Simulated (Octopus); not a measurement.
# WC (Fm-3m) in Octopus: equation of state

How stiff is WC in PBEsol, and what volume does it want? The cell is scaled to several volumes.

All numbers are computed with Octopus 16.4; they aren't measurements. Logs are shortened: lines on timing, memory, paths and dates and some standing lists are left out, and cuts for length are marked.

## (1) The crystal as given

Symmetry: Fm-3m, No. 225, cubic system. Conventional cell: a = 4.385 Å, b = 4.385 Å, c = 4.385 Å, α = 90.00°, β = 90.00°, γ = 90.00°. Around W (site symmetry m-3m) lie 6 C at 2.19 Å. C (site symmetry m-3m) has 6 W at 2.19 Å as nearest neighbours.

Measurements of this composition are mostly on another form, of space group No. 187.

## (2) Equation of state, PBEsol, 10.54 Å³/atom

Input file inp:

```
CalculationMode = gs
UnitsOutput = eV_Angstrom
PeriodicDimensions = 3
ExperimentalFeatures = yes
PseudopotentialSet = pseudodojo_pbesol
%LatticeParameters
 1*angstrom | 1*angstrom | 1*angstrom
%
%LatticeVectors
 0 | 2.192684 | 2.192684
 2.192684 | 0 | 2.192684
 2.192684 | 2.192684 | 0
%
%ReducedCoordinates
 "W" | 0 | 0 | 0
 "C" | 0.5 | 0.5 | 0.5
%
%Spacing
 0.12920514*angstrom | 0.12920514*angstrom | 0.12920514*angstrom
%
DerivativesOrder = 8
%KPointsGrid
 10 | 10 | 10
%
KPointsUseSymmetries = yes
XCFunctional = gga_x_pbe_sol + gga_c_pbe_sol
SmearingFunction = fermi_dirac
Smearing = 0.05*eV
ExtraStates = 8
Eigensolver = chebyshev_filter
ConvRelDens = 3e-7
MaximumIter = 120
```

Potentials or basis: pseudodojo_pbesol (PseudoDojo 0.4, PBEsol).

Command:

```bash
> OMP_NUM_THREADS=1 octopus > out.log
```

out.log:

```text
Running octopus

[... 13 lines left out ...]

Input: [AllElectronType = no]
Input: [PseudopotentialSet = pseudodojo_pbesol]
Reading Coordinates from ReducedCoordinates block

****************************** Species *******************************
  Species 'W'
    type             : pseudopotential
    file             : 'W.upf'
    file format      : UPF2
    valence charge   : 14.0
    atomic number    :  74
    form on file     : kleinman-bylander
    lmax             : 3
    llocal           : -1
    projectors per l : 2
    total projectors : 8
    application form : kleinman-bylander
    orbitals         : 10
    bound orbitals   : 10

  Species 'C'
    type             : pseudopotential
    file             : 'C.upf'
    file format      : UPF2
    valence charge   : 4.0
    atomic number    :   6
    form on file     : kleinman-bylander
    lmax             : 1
    llocal           : -1
    projectors per l : 2
    total projectors : 4
    application form : kleinman-bylander
    orbitals         :  4
    bound orbitals   :  4

**********************************************************************

***************************** Symmetries *****************************
Space group No.  225
International: Fm-3m
Schoenflies: Oh^5
Info: The system has    48 symmorphic symmetries that can be used.
  Index                Rotation matrix                      Fractional translations
    1 :     1   0   0     0   1   0     0   0   1      0.000000    0.000000    0.000000
    2 :    -1   0   0     0  -1   0     0   0  -1      0.000000    0.000000    0.000000
    3 :     1   0  -1     1   0   0     1  -1   0      0.000000    0.000000    0.000000
    4 :    -1   0   1    -1   0   0    -1   1   0      0.000000    0.000000    0.000000
    5 :     0   1  -1     1   0  -1     0   0  -1      0.000000    0.000000    0.000000
    6 :     0  -1   1    -1   0   1     0   0   1      0.000000    0.000000    0.000000
[... 40 lines left out ...]
   47 :     0   1  -1    -1   1   0     0   1   0      0.000000    0.000000    0.000000
   48 :     0  -1   1     1  -1   0     0  -1   0      0.000000    0.000000    0.000000
Info: The system also has     0 nonsymmorphic symmetries (not used for electrons).
**********************************************************************

Input: [CurvMethod = curv_affine]
Input: [DerivativesStencil = stencil_stargeneral]

****************************** Lattice *******************************
  Lattice Vectors [A]
    0.000000    2.192684    2.192684
    2.192684    0.000000    2.192684
    2.192684    2.192684    0.000000
  Cell volume =            21.0842 [A^3]
  Reciprocal-Lattice Vectors [A^-1]
   -1.432761    1.432761    1.432761
    1.432761   -1.432761    1.432761
    1.432761    1.432761   -1.432761
  Cell angles [degree]
    alpha =   60.000
    beta  =   60.000
    gamma =   60.000
**********************************************************************

Checking if the generated full k-point grid is symmetric

    47 k-points generated from parameters :
 ---------------------------------------------------
    n =   10   10   10

    s1  =  0.00  0.00  0.00

   index |      weight  |             coordinates              |
       1 |     0.001000 |    0.000000    0.000000    0.000000  |
       2 |     0.008000 |    0.100000    0.000000    0.000000  |
       3 |     0.006000 |    0.100000    0.100000    0.000000  |
       4 |     0.012000 |   -0.100000    0.100000    0.000000  |
       5 |     0.024000 |   -0.100000    0.100000    0.100000  |
       6 |     0.008000 |    0.200000    0.000000    0.000000  |
[... 39 lines left out ...]
      46 |     0.012000 |   -0.400000    0.500000    0.100000  |
      47 |     0.003000 |    0.500000    0.500000    0.000000  |

Input: [SmearingFunction = fermi_dirac]
Input: [SymmetrizeDensity = yes]

******************************* States *******************************
Total electronic charge  =       18.000
Number of states         =       17
States block-size        =        4
**********************************************************************
[... 5 lines left out ...]
Simulation Box:
  Type = parallelepiped
  Lengths [A] = (   3.101,   3.101,   3.101)
Main mesh:
  Spacing [A] = ( 0.129, 0.129, 0.129)    volume/point [A^3] =      0.00153
  # inner mesh =      13824
  # total mesh =      51328
  Grid Cutoff [eV] =  2252.490838    Grid Cutoff [Ry] =   165.555038
**********************************************************************

Input: [StatesPack = yes]
Input: [StatesOrthogonalization = cholesky_serial]

**************************** Theory Level ****************************
Input: [TheoryLevel = kohn_sham]

Exchange-correlation:
  Exchange
    Perdew, Burke & Ernzerhof SOL (GGA)
    [1] J. P. Perdew, A. Ruzsinszky, G. I. Csonka, O. A. Vydrov, G. E. Scuseria, L. A. Constantin, X. Zhou, and K. Burke.,  Phys. Rev. Lett. 100, 136406 (2008)
  Correlation
    Perdew, Burke & Ernzerhof SOL (GGA)
    [1] J. P. Perdew, A. Ruzsinszky, G. I. Csonka, O. A. Vydrov, G. E. Scuseria, L. A. Constantin, X. Zhou, and K. Burke.,  Phys. Rev. Lett. 100, 136406 (2008)

**********************************************************************
[... 5 lines left out ...]
**********************************************************************

Info: FFT grid dimensions       = 24 x 24 x 24
      Total grid size           = 13824 (      0.1 MiB )
Input: [FilterPotentials = filter_TS]
Info: Pseudopotential for W
  Radii for localized parts:
    local part     =  1.3 A
    non-local part =  1.5 A
    orbitals       =  5.6 A

Info: Pseudopotential for C
  Radii for localized parts:
    local part     =  1.1 A
    non-local part =  1.0 A
    orbitals       =  4.8 A

Input: [RelativisticCorrection = non_relativistic]
[... 11 lines left out ...]
      Block       2 contains       4 states:       5 -       8
      Block       3 contains       4 states:       9 -      12
      Block       4 contains       4 states:      13 -      16
      Block       5 contains       1 states:      17 -      17
Info: Ground-state allocation done.
Info: Could not find 'restart/gs' directory for restart.
[... 18 lines left out ...]
** Warning:
**   Cannot do LCAO for all states because there are not enough atomic orbitals.
**   Required: 17. Available: 14. 3 orbitals will be randomized.

Info: Unnormalized total charge =     17.995095
Info: Renormalized total charge =     18.000000

** Warning:
**   Symmetrization discrepancy ratio (scalar) =  1.74565E-04

Info: Setting up Hamiltonian.
Info: Performing initial LCAO calculation with     14 orbitals.
Info: Getting Hamiltonian matrix elements.

Eigenvalues [eV]
 #st  Spin   Eigenvalue      Occupation
#k =       1, k = (  0.000000,  0.000000,  0.000000)
   1   --   -60.340539       2.000000
   2   --   -24.552539       2.000000
   3   --   -24.552525       2.000000
   4   --   -24.552525       2.000000
   5   --    -3.427746       2.000000
   6   --    10.879115       2.000000
   7   --    10.879115       2.000000
   8   --    10.879326       2.000000
   9   --    11.459838       2.000000
  10   --    11.459838       2.000000
  11   --    11.459896       2.000000
  12   --    13.279599       2.000000
  13   --    13.279599       2.000000
  14   --    19.830966       0.000000
#k =       2, k = (  0.100000,  0.000000,  0.000000)
   1   --   -60.319961       2.000000
   2   --   -24.543786       2.000000
   3   --   -24.543774       2.000000
   4   --   -24.487561       2.000000
   5   --    -3.129622       2.000000
   6   --    10.253230       2.000000
   7   --    10.253358       2.000000
   8   --    10.347227       2.000000
   9   --    11.936391       2.000000
  10   --    11.936472       2.000000
  11   --    12.548940       2.000000
  12   --    14.431251       2.000000
  13   --    14.431280       2.000000
  14   --    20.403735       0.000000
[... 45 further k-points ...]
Fermi energy =    17.337641 eV
Generating random wavefunctions for states       15 and above
Orthogonalizing wavefunctions.
Info: Ground-state restart information will be written to 'restart/gs'.
Info: SCF using complex wavefunctions.
Info: Starting SCF iteration.

** Warning:
**   Symmetrization discrepancy ratio (scalar) =  3.63324E-02

*********************** SCF CYCLE ITER #    1 ************************
 etot  = -2.19756540E+03 abs_ev   =  5.11E+01 rel_ev   =  2.45E-01
 ediff =        8.08E+01 abs_dens =  2.27E+00 rel_dens =  1.26E-01
Matrix vector products: 1175
Converged eigenvectors: 0

#  State  KPoint  Eigenvalue [eV]  Occupation    Error
      1       1      -60.343440    2.000000   ( 2.9E-06)
      1       2      -60.339530    2.000000   ( 8.6E-06)
      1       3      -60.338226    2.000000   ( 1.4E-05)
      1       4      -60.333506    2.000000   ( 1.3E-05)
      1       5      -60.330088    2.000000   ( 1.6E-05)
      1       6      -60.329280    2.000000   ( 1.2E-05)
      1      10      -60.324557    2.000000   ( 7.4E-06)
      1       7      -60.322438    2.000000   ( 1.2E-05)

  [output of 420 eigenvalues skipped: maximum error = 4.7E-02]
[... 21 lines left out ...]
     16       2       35.129269    0.000000   ( 1.5E-01)
     17      22       35.592442    0.000000   ( 1.8E-01)
     17       2       35.613749    0.000000   ( 1.2E-01)
     17      16       36.026734    0.000000   ( 1.8E-01)
     17       3       36.262977    0.000000   ( 1.6E-01)
     17       4       37.388532    0.000000   ( 1.6E-01)
     16       1       37.747047    0.000000   ( 7.4E-02)
     17       1       40.448192    0.000000   ( 1.6E-01)

Density of states:

------------------------%---------------------------------------------
------------------------%---------------------------------------------
------------------------%---------------------------------------------
------------------------%---------------------------------------------
------------------------%---------------------------------------------
------------------------%---------------------%-----------------------
------------------------%---------------------%-----%-----------------
%-----------------------%---------------------%----%%-----------------
%-----------------------%----------------%---%%%--%%%%%%%%%%----------
%-----------------------%---------------%%--%%%%%%%%%%%%%%%%%%%%%-----
                                                   ^

Fermi energy =    13.630098 eV

**********************************************************************

*********************** SCF CYCLE ITER #    2 ************************
 etot  = -2.22669749E+03 abs_ev   =  8.72E+00 rel_ev   =  4.02E-02
 ediff =        1.07E+00 abs_dens =  1.46E+00 rel_dens =  8.12E-02
Matrix vector products: 1175
Converged eigenvectors: 0
[... 163 lines left out ...]
*********************** SCF CYCLE ITER #   16 ************************
 etot  = -2.22644885E+03 abs_ev   =  5.32E-05 rel_ev   =  2.45E-07
 ediff =        2.20E-06 abs_dens =  1.22E-06 rel_dens =  6.78E-08
Matrix vector products: 1175
Converged eigenvectors: 61

#  State  KPoint  Eigenvalue [eV]  Occupation    Error
      1       1      -62.263417    2.000000   ( 1.7E-08)
      1       2      -62.259898    2.000000   ( 2.1E-08)
      1       3      -62.258725    2.000000   ( 1.7E-08)
      1       4      -62.254479    2.000000   ( 1.7E-08)
      1       5      -62.251404    2.000000   ( 1.7E-08)
      1       6      -62.250678    2.000000   ( 2.8E-08)
      1      10      -62.246427    2.000000   ( 2.1E-08)
      1       7      -62.244523    2.000000   ( 2.1E-08)

  [output of 419 eigenvalues skipped: maximum error = 1.5E-07]
[... 21 lines left out ...]
     17       7       31.846278    0.000000   ( 6.0E-02)
     17       4       33.059307    0.000000   ( 1.7E-02)
     16       3       33.571620    0.000000   ( 1.8E-02)
     17       3       33.575405    0.000000   ( 2.7E-02)
     16       2       33.645671    0.000000   ( 1.9E-02)
     17       2       34.828300    0.000000   ( 5.0E-02)
     16       1       36.336451    0.000000   ( 6.7E-03)
     17       1       36.360906    0.000000   ( 4.0E-02)

Density of states:

-------------------------%--------------------------------------------
-------------------------%--------------------------------------------
-------------------------%--------------------------------------------
-------------------------%--------------------------------------------
-------------------------%--------------------------------------------
-------------------------%----------------------------%---------------
-------------------------%-----------------------%----%---------------
%------------------------%----------------------%%---%%------%%-------
%------------------------%------------------%--%%%--%%%--%%%-%%%%-----
%------------------------%-----------------%%--%%%%%%%%%%%%%%%%%%-----
                                                     ^

Fermi energy =    13.180072 eV

**********************************************************************

Info: SCF converged in   16 iterations

** Warning:
**   Some of the states are not fully converged!

Info: Number of matrix-vector products:      18800
Info: Finished writing information to 'restart/gs'.

Octopus emitted 20 warnings.
```

It took 6.5 min on 1 thread of Intel Xeon Platinum 8259CL at 2.50GHz (Skylake/Cascade Lake), shared host; peak memory 0.78 GiB.

What came out:

- Free energy: -2226.4554 eV
- Band gap on the k mesh: none (metal or under the smearing width)

## (3) Equation of state, PBEsol, 10.33 Å³/atom (volume scaled by 0.98)

inp: that of step 2 with these lines changed.

```diff
@@ -9,5 +9,5 @@
 %LatticeVectors
- 0 | 2.192684 | 2.192684
- 2.192684 | 0 | 2.192684
- 2.192684 | 2.192684 | 0
+ 0 | 2.1779675566 | 2.1779675566
+ 2.1779675566 | 0 | 2.1779675566
+ 2.1779675566 | 2.1779675566 | 0
 %
@@ -18,3 +18,3 @@
 %Spacing
- 0.12920514*angstrom | 0.12920514*angstrom | 0.12920514*angstrom
+ 0.12833797*angstrom | 0.12833797*angstrom | 0.12833797*angstrom
 %
```

Potentials or basis: pseudodojo_pbesol (PseudoDojo 0.4, PBEsol).

Command:

```bash
> OMP_NUM_THREADS=1 octopus > out.log
```

Run time: 5.7 min. Hardware: 1 thread of Intel Xeon Platinum 8259CL at 2.50GHz (Skylake/Cascade Lake), shared host; peak memory 0.78 GiB.

The run converged. Its results:

```yaml
Free_energy: -2226.4701 eV
Band_gap_on_the_k_mesh: none (metal or under the smearing width)
```

## (4) Equation of state, PBEsol, 10.75 Å³/atom (volume scaled by 1.02)

inp: that of step 3 with these lines changed.

```diff
@@ -9,5 +9,5 @@
 %LatticeVectors
- 0 | 2.1779675566 | 2.1779675566
- 2.1779675566 | 0 | 2.1779675566
- 2.1779675566 | 2.1779675566 | 0
+ 0 | 2.2072055093 | 2.2072055093
+ 2.2072055093 | 0 | 2.2072055093
+ 2.2072055093 | 2.2072055093 | 0
 %
@@ -18,3 +18,3 @@
 %Spacing
- 0.12833797*angstrom | 0.12833797*angstrom | 0.12833797*angstrom
+ 0.13006083*angstrom | 0.13006083*angstrom | 0.13006083*angstrom
 %
```

Command:

```bash
> OMP_NUM_THREADS=1 octopus > out.log
```

Wall time 6 min (1 thread of Intel Xeon Platinum 8259CL at 2.50GHz (Skylake/Cascade Lake), shared host); peak memory 0.78 GiB.

The run converged. Its results:

| Quantity | Value |
| --- | --- |
| Free energy | -2226.4190 eV |
| Band gap on the k mesh | none (metal or under the smearing width) |

## (5) Equation of state, PBEsol, 10.12 Å³/atom (volume scaled by 0.96)

inp: that of step 4 with these lines changed.

```diff
@@ -9,5 +9,5 @@
 %LatticeVectors
- 0 | 2.2072055093 | 2.2072055093
- 2.2072055093 | 0 | 2.2072055093
- 2.2072055093 | 2.2072055093 | 0
+ 0 | 2.1630495024 | 2.1630495024
+ 2.1630495024 | 0 | 2.1630495024
+ 2.1630495024 | 2.1630495024 | 0
 %
@@ -18,3 +18,3 @@
 %Spacing
- 0.13006083*angstrom | 0.13006083*angstrom | 0.13006083*angstrom
+ 0.12745891*angstrom | 0.12745891*angstrom | 0.12745891*angstrom
 %
```

Command:

```bash
> OMP_NUM_THREADS=1 octopus > out.log
```

Run time: 5.1 min. Hardware: 1 thread of Intel Xeon Platinum 8259CL at 2.50GHz (Skylake/Cascade Lake), shared host; peak memory 0.78 GiB.

It converged, with:

```
Free energy            : -2226.4648 eV
Band gap on the k mesh : none (metal or under the smearing width)
```

## (6) Equation of state, PBEsol, 10.96 Å³/atom (volume scaled by 1.04)

inp: that of step 5 with these lines changed.

```diff
@@ -9,5 +9,5 @@
 %LatticeVectors
- 0 | 2.1630495024 | 2.1630495024
- 2.1630495024 | 0 | 2.1630495024
- 2.1630495024 | 2.1630495024 | 0
+ 0 | 2.2215384142 | 2.2215384142
+ 2.2215384142 | 0 | 2.2215384142
+ 2.2215384142 | 2.2215384142 | 0
 %
@@ -18,3 +18,3 @@
 %Spacing
- 0.12745891*angstrom | 0.12745891*angstrom | 0.12745891*angstrom
+ 0.13090541*angstrom | 0.13090541*angstrom | 0.13090541*angstrom
 %
```

Potentials or basis: pseudodojo_pbesol (PseudoDojo 0.4, PBEsol).

Command:

```bash
> OMP_NUM_THREADS=1 octopus > out.log
```

Run time: 5.4 min. Hardware: 1 thread of Intel Xeon Platinum 8259CL at 2.50GHz (Skylake/Cascade Lake), shared host; peak memory 0.78 GiB.

The run converged. Its results:

| Property | Result |
| --- | --- |
| Free energy | -2226.3686 eV |
| Band gap on the k mesh | none (metal or under the smearing width) |

## (7) Equation of state, PBEsol, 9.91 Å³/atom (volume scaled by 0.94)

inp: that of step 6 with these lines changed.

```diff
@@ -9,5 +9,5 @@
 %LatticeVectors
- 0 | 2.2215384142 | 2.2215384142
- 2.2215384142 | 0 | 2.2215384142
- 2.2215384142 | 2.2215384142 | 0
+ 0 | 2.1479227872 | 2.1479227872
+ 2.1479227872 | 0 | 2.1479227872
+ 2.1479227872 | 2.1479227872 | 0
 %
@@ -18,3 +18,3 @@
 %Spacing
- 0.13090541*angstrom | 0.13090541*angstrom | 0.13090541*angstrom
+ 0.12656756*angstrom | 0.12656756*angstrom | 0.12656756*angstrom
 %
@@ -32 +32,6 @@
 MaximumIter = 120
+%Output
+ density | cube
+ elf | cube
+ potential | cube
+%
```

Command:

```bash
> OMP_NUM_THREADS=1 octopus > out.log
```

Wall time 5.2 min (1 thread of Intel Xeon Platinum 8259CL at 2.50GHz (Skylake/Cascade Lake), shared host); peak memory 0.79 GiB.

It converged, with:

- Free energy: -2226.4383 eV
- Band gap on the k mesh: none (metal or under the smearing width)

## (8) Equation of state, PBEsol, 11.17 Å³/atom (volume scaled by 1.06)

inp: that of step 7 with these lines changed.

```diff
@@ -9,5 +9,5 @@
 %LatticeVectors
- 0 | 2.1479227872 | 2.1479227872
- 2.1479227872 | 0 | 2.1479227872
- 2.1479227872 | 2.1479227872 | 0
+ 0 | 2.2356887219 | 2.2356887219
+ 2.2356887219 | 0 | 2.2356887219
+ 2.2356887219 | 2.2356887219 | 0
 %
@@ -18,3 +18,3 @@
 %Spacing
- 0.12656756*angstrom | 0.12656756*angstrom | 0.12656756*angstrom
+ 0.13173922*angstrom | 0.13173922*angstrom | 0.13173922*angstrom
 %
@@ -32,6 +32 @@
 MaximumIter = 120
-%Output
- density | cube
- elf | cube
- potential | cube
-%
```

Command:

```bash
> OMP_NUM_THREADS=1 octopus > out.log
```

Wall time 6.2 min (1 thread of Intel Xeon Platinum 8259CL at 2.50GHz (Skylake/Cascade Lake), shared host); peak memory 0.78 GiB.

Results (log left out):

```
Free energy            : -2226.3039 eV
Band gap on the k mesh : none (metal or under the smearing width)
```

## (9) Equation of state, PBEsol

Potentials or basis: pseudodojo_pbesol (PseudoDojo 0.4, PBEsol).

This step only gathers the single runs of the series.

Results:

| Item | Value |
| --- | --- |
| Equilibrium volume | 10.27 Å³/atom (rough: see the caveat) |
| Bulk modulus | 393 GPa (rough) |

Energy against volume, from the lowest point:
```
volume (Å³/atom)  energy (meV/atom)
           9.910              15.91
          10.120               2.68
          10.331               0.00
          10.542               7.38
          10.753              25.57
          10.964              50.78
          11.175              83.13
```

Caveat: the fit is doubtful: noisy points or a state that changes with volume; the number of grid points is fixed, so the spacing changes with the cell, which shifts volumes and moduli. The run has no spin-orbit coupling, so splittings on W are missing.
